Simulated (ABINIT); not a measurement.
The system is Pd.

```
CELL_PARAMETERS angstrom
0.00000 1.94650 1.94650
1.94650 0.00000 1.94650
1.94650 1.94650 0.00000
ATOMIC_POSITIONS crystal
Pd 0.00000 0.00000 0.00000
```

Base run:

- Program: ABINIT 10.8.3 (patched build)
- Functional: OLYP
- Potentials or basis: JTH PAW PBE v2.0
- Cutoff: 626 eV
- k mesh: 12 × 12 × 12
- Occupations: fermi-dirac, width 0.05 eV
- Spin: no spin polarisation

Its results: band gap on the k mesh none (metal or under the smearing width); pressure 5.5 GPa.

After a change of settings the same cell gave: band gap on the k mesh none (metal or under the smearing width); pressure 6.7 GPa. Which change was it?
A. functional from OLYP to PBE
B. functional from OLYP to PBEsol; k mesh from 12 × 12 × 12 to 5 × 5 × 5
C. functional from OLYP to RPBE; potentials or basis from JTH PAW PBE v2.0 to PseudoDojo NC SR PBE v0.4.1 standard; cutoff from 626 eV to 1116 eV
D. functional from OLYP to PBEsol; potentials or basis from JTH PAW PBE v2.0 to PseudoDojo NC SR PBEsol v0.4 stringent; cutoff from 626 eV to 1116 eV

A.

Caveats: the PAW data sets were made with another functional, which shifts forces and pressure a little (some runs).
